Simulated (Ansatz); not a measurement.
A computed series for KBr: response to strain

The reference is KBr in the rock salt structure (space group Fm-3m, No. 225; a = 6.608 Å). Axes: x, y, z lie along the cube axes.

Strains are applied to the cell and any free atomic positions relax; under biaxial strain the out-of-plane vector relaxes too; under stress the whole cell relaxes.

The values are results of r2SCAN, PAW, 500 eV (Ansatz, a program for electronic structure; without spin-orbit coupling), not measurements.

Notes on the quantities. pressure: mean of the normal stresses, compression positive; energy relative to the base: free energy F.

| change | pressure | energy relative to the base | band gap | electron mass |
|---|---|---|---|---|
| base | 0.01 GPa | 0 meV/atom | 5.07 eV | 0.39 mₑ (at Γ) |
| biaxial strain −0.92 %, plane normal [001], relaxed out of plane | 0.28 GPa | +0.9 meV/atom | [?] | 0.38 mₑ (at Γ) |
| biaxial strain +1.40 %, plane normal [001], relaxed out of plane | -0.35 GPa | +1.7 meV/atom | 4.99 eV | 0.39 mₑ (at Γ) |
| biaxial strain −1.34 %, plane normal [110], relaxed out of plane | 0.28 GPa | +1.3 meV/atom | 5.09 eV | 0.38 mₑ (at Γ) |
| biaxial strain −1.16 %, plane normal [110], relaxed out of plane | 0.24 GPa | +0.9 meV/atom | 5.08 eV | 0.38 mₑ (at Γ) |
| isotropic strain −3.17 % | 1.96 GPa | +19 meV/atom | 5.36 eV | 0.37 mₑ (at Γ) |
| uniaxial strain ε_yy = −2.07 % | 0.38 GPa | +2.1 meV/atom | 5.12 eV | 0.40 mₑ along y, 0.38 mₑ across (at Γ) |
| uniaxial stress, 1 GPa tension along z | – | +4.0 meV/atom | 4.98 eV | 0.37 mₑ along z, 0.40 mₑ across (at Γ) |
| tensor shear ε_xy = +2.42 % | 0.00 GPa | +1.4 meV/atom | 5.00 eV | 0.39 mₑ (at Γ) |
| uniaxial stress, 3 GPa compression along x | – | +16 meV/atom | 5.14 eV | 0.43 mₑ along x, 0.36 mₑ across (at Γ) |

Q: Complete the table.

A: 
- biaxial strain −0.92 %, plane normal [001], relaxed out of plane, band gap: 5.11 eV

Masses are band curvatures over ±0.01 Å⁻¹ around the edge. Stability under load was not tested beyond the relaxation.
